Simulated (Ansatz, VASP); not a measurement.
# HgTe (Coloradoite) in VASP and in Ansatz

```
CELL_PARAMETERS angstrom
0.00000 3.21450 3.21450
3.21450 0.00000 3.21450
3.21450 3.21450 0.00000
ATOMIC_POSITIONS crystal
Hg 0.00000 0.00000 0.00000
Te 0.75000 0.75000 0.75000
```

Alike in both runs: task single point; functional PBEsol; k mesh 4 × 4 × 4; occupations fermi-dirac, width 0.03 eV; no spin polarisation.

|  | VASP | Ansatz |
| --- | --- | --- |
| version | VASP 6.6.1 | Ansatz 0.2.0 |
| potentials or method | VASP PAW PBE potentials, release 64 (Hg, Te), cutoff 520 eV | all-electron LAPW, scalar-relativistic |

Ansatz gave:

- gap on the k mesh at the Fermi level (eV): none
- pressure (GPa): 2.2

Task: Which values does VASP return?

Result: gap on the k mesh at the Fermi level (eV): none; pressure (GPa): 2.4.

A gap of «none» marks a metal or a gap that the smearing closes. Ansatz ran all-electron here, so the differences hold the error of VASP's frozen core and of both bases.

Caveats: the k mesh is coarse (spacing up to 0.42 Å⁻¹), so the values aren't converged; the PAW data sets were made with another functional, which shifts forces and pressure a little (VASP); the k mesh is thin for a metal, which can move the energy by tens of meV per atom (Ansatz). Spin-orbit coupling is left out, which matters for the levels of Hg, Te.
